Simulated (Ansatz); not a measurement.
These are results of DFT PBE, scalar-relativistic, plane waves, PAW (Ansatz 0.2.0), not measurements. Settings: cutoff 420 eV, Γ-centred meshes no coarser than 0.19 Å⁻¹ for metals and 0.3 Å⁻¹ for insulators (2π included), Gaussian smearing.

Temperature and zero-point effects are left out. Larger cells and other orderings weren't all tried, so the list isn't exhaustive. For metals, differences of a few meV/atom aren't resolved. No run is spin-polarised.

3 distinct structures were compared, and only named types are asked about.

Which is lower for In₃P₂, the corundum or the tetradymite structure, and by how much?

The tetradymite structure, by 118 meV/atom. It takes 23.1 Å³/atom against 26.4.